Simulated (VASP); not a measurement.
**From an Ansatz input to VASP: KBr (strained measured structure)**

Ansatz input

```yaml
crystal:
  lattice:
    - [0.0, 3.1518474962, 3.1518474962]
    - [3.1518474962, 0.0, 3.1518474962]
    - [3.1518474962, 3.1518474962, 0.0]
  atoms:
    - { symbol: K, position: [0.0, 0.0, 0.0] }
    - { symbol: Br, position: [0.5, 0.5, 0.5] }
kpoints:
  mp_grid: { grid: [6, 6, 6] }
  band_path:
    path:
      - [0.0, 0.0, 0.0]
      - [0.5, 0.0, 0.5]
      - [0.625, 0.25, 0.625]
      - [0.375, 0.375, 0.75]
      - [0.5, 0.5, 0.5]
      - [0.5, 0.25, 0.75]
    npoints: 1
hamiltonian:
  xc: pbe
scf:
  occupations: { method: fermi_dirac, width: 0.02 }
  n_extra_bands: 4
output:
  forces: true
  stress: true
  eigenvalues: true
  write_density: true
  write_potential: true
  elf: true
  volumetric_format: npy
```

**Question.** Translate this input to VASP.

**Answer.** 

INCAR

```
ISMEAR = -1
NELM = 120
LWAVE = .FALSE.
LELF = .TRUE.
ISIF = 2
LREAL = .FALSE.
EDIFF = 1E-7
LASPH = .TRUE.
LCHARG = .TRUE.
NSW = 0
PREC = Accurate
ENCUT = 520
NBANDS = 15
IBRION = -1
GGA = PE
SIGMA = 0.02
```

KPOINTS

```
KPOINTS created by Atomic Simulation Environment
0
Gamma
6 6 6
0 0 0
```

KPOINTS_OPT

```
special points
6
Reciprocal
0.0000000000 0.0000000000 0.0000000000 1
0.5000000000 0.0000000000 0.5000000000 1
0.6250000000 0.2500000000 0.6250000000 1
0.3750000000 0.3750000000 0.7500000000 1
0.5000000000 0.5000000000 0.5000000000 1
0.5000000000 0.2500000000 0.7500000000 1
```

POSCAR

```
K  Br
 1.0000000000000000
     0.0000000000000000    3.1518474961999998    3.1518474961999998
     3.1518474961999998    0.0000000000000000    3.1518474961999998
     3.1518474961999998    3.1518474961999998    0.0000000000000000
 K   Br
   1   1
Cartesian
  0.0000000000000000  0.0000000000000000  0.0000000000000000
  3.1518474961999998  3.1518474961999998  3.1518474961999998
```

VASP ran with the recommended PBE PAW datasets (16 valence electrons in the cell). Other inputs would serve too.

|  | Ansatz | VASP |
| --- | --- | --- |
| gap between bands v and c | 4.84 eV | 4.84 eV |
| least direct gap | 4.84 eV | 4.84 eV |
| pressure | 3.9 GPa | 4.0 GPa |

Datasets and cutoffs are each program's own. VASP's cell holds 16 valence electrons and Ansatz's 16. Ansatz's stress includes a Pulay correction; VASP's doesn't.
